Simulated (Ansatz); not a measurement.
# InGa5As6: what a guessed cell relaxes into

Aim: relax a trial structure of InGa5As6 and see where it ends.

Computed with Ansatz 0.2.0 (DFT PBE, scalar-relativistic, plane waves, PAW, unless a step's input says otherwise).

**1. The starting structure**

It takes space group P-4m2 (No. 115, tetragonal). The conventional cell has a = 3.950 Å, b = 3.950 Å, c = 16.758 Å, α = 90.00°, β = 90.00°, γ = 90.00°. Around In (site symmetry -4m2) lie 4 As at 2.42 Å. Ga (site symmetry 2mm) has 4 As at 2.42 Å as nearest neighbours. Ga (site symmetry -4m2) is surrounded by 4 As at 2.42 Å. As (site symmetry 2mm) is surrounded by 4 Ga at 2.42 Å. As (site symmetry 2mm) is surrounded by 2 In at 2.42 Å and 2 Ga at 2.42 Å.

Structure file:

```
In Ga As
1.0
     3.95001    0.00000    0.00000
     0.00000    3.95001    0.00000
     0.00000    0.00000   16.75847
In Ga As
1 5 6
Direct
  0.00000 0.00000 0.50000
  0.00000 0.00000 0.83333
  0.50000 0.50000 0.00000
  0.00000 0.00000 0.16667
  0.50000 0.50000 0.33333
  0.50000 0.50000 0.66667
  0.50000 0.00000 0.08333
  0.00000 0.50000 0.25000
  0.50000 0.00000 0.41667
  0.00000 0.50000 0.58333
  0.50000 0.00000 0.75000
  0.00000 0.50000 0.91667
```

The start is an ordering of an alloy on its end members' structure types: elements ordered on the sites of the GaAs type, Ga/In on Ga (P-4m2, No. 115).

**2. Probe: one point on a coarse mesh**

input.yaml reads:

```yaml
crystal:
  lattice:
    - [3.9500081, 0.0, 0.0]
    - [0.0, 3.9500081, 0.0]
    - [0.0, 0.0, 16.75846508]
  atoms:
    - { symbol: In, position: [0.0, 0.0, 0.5] }
    - { symbol: Ga, position: [0.0, 0.0, 0.83333333] }
    - { symbol: Ga, position: [0.5, 0.5, 0.0] }
    - { symbol: Ga, position: [0.0, 0.0, 0.16666667] }
    - { symbol: Ga, position: [0.5, 0.5, 0.33333333] }
    - { symbol: Ga, position: [0.5, 0.5, 0.66666667] }
    - { symbol: As, position: [0.5, 0.0, 0.08333333] }
    - { symbol: As, position: [0.0, 0.5, 0.25] }
    - { symbol: As, position: [0.5, 0.0, 0.41666667] }
    - { symbol: As, position: [0.0, 0.5, 0.58333333] }
    - { symbol: As, position: [0.5, 0.0, 0.75] }
    - { symbol: As, position: [0.0, 0.5, 0.91666667] }
basis:
  ecutwfc: 420
kpoints:
  mp_grid: { grid: [4, 4, 1] }
hamiltonian:
  xc: pbe
scf:
  occupations: { method: gaussian, width: 0.1 }
  lower_state_search: "off"
output:
  forces: true
  stress: true
  eigenvalues: true
```

The run is started by

```
> ansatz run input.yaml --threads 1 --pin off --max-ram 2560MiB --backend cpu --events-out ev --progress --plain --runs-dir out
```

The session goes on with these runs: rough relaxation on the coarse mesh; full relaxation.

**Question.** What will these runs give? Wanted: conventional cell; volume; energy over the elements; gap on the mesh.

**Answer**, as computed:

| quantity | value |
| --- | --- |
| symmetry at the end (tolerance 0.05 Å) | space group P-4m2 (No. 115) |
| conventional cell | a = 4.110 Å, b = 4.110 Å, c = 17.512 Å, α = 90.00°, β = 90.00°, γ = 90.00° |
| volume | 24.65 Å³/atom |
| energy over the elements | -0.32 eV/atom |
| gap on the mesh | none (metal) |

What this shows: The space group P-4m2 (No. 115) is kept, and the volume per atom grows by 13.1 % from the first guess. A negative formation energy is needed for stability but isn't enough; other structures and compounds were not set against it here. No finished test with a distortion of lower symmetry is shown, so the end may be a saddle point.

Spin-orbit coupling is left out, though the cell holds In; it can move the gap.
